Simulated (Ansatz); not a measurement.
WS2 (Tungstenite):

```
W S
1.0
     3.18000    0.00000    0.00000
    -1.59000    2.75396    0.00000
     0.00000    0.00000   12.50000
W S
2 4
Direct
  0.66667 0.33333 0.75000
  0.33333 0.66667 0.25000
  0.66667 0.33333 0.37500
  0.33333 0.66667 0.87500
  0.66667 0.33333 0.12500
  0.33333 0.66667 0.62500
```

```yaml
Program: Ansatz 0.2.0
Task: relaxation of cell and atoms
Functional: revPBE
Dispersion: D3(BJ)
Potentials_or_basis: Ansatz PAW
Cutoff: "420 eV (not typed: the program's choice for these potentials)"
k_mesh: 10 × 10 × 3
Occupations: fermi-dirac, width 0.05 eV
Spin: no spin polarisation
```

At the start: volume 18.24 Å³/atom.

Where does the relaxation end?

It ends after 7 steps and the volume is 16.69 Å³/atom (-8.5 %); space group P6_3/mmc (No. 194, to 0.05 Å).

The path:
| step | energy change (eV) | largest force (eV/Å) | volume (Å³) |
| --- | --- | --- | --- |
| 1 | 0.0000 | 0.2057 | 109.47 |
| 2 | -0.0600 | 0.3537 | 97.48 |
| 3 | -0.1440 | 0.1229 | 100.71 |
| 4 | -0.1462 | 0.0453 | 100.11 |
| 5 | -0.1463 | 0.0161 | 100.22 |
| 6 | -0.1464 | 0.0002 | 100.17 |
| 7 | -0.1447 | 0.0004 | 100.17 |

Final structure:
```
W S
1.0
     3.13495    0.00000    0.00000
    -1.56747    2.71495    0.00000
     0.00000    0.00000   11.76896
W S
2 4
Direct
  0.66667 0.33333 0.75000
  0.33333 0.66667 0.25000
  0.66667 0.33333 0.38409
  0.33333 0.66667 0.88409
  0.66667 0.33333 0.11591
  0.33333 0.66667 0.61591
```

Caveat: the plane-wave basis is chosen anew once the cell has moved, so the energies of steps on either side of that aren't comparable; the PAW data sets come from PBE, with cores solved anew for the run's functional, which leaves a small shift of forces and pressure.
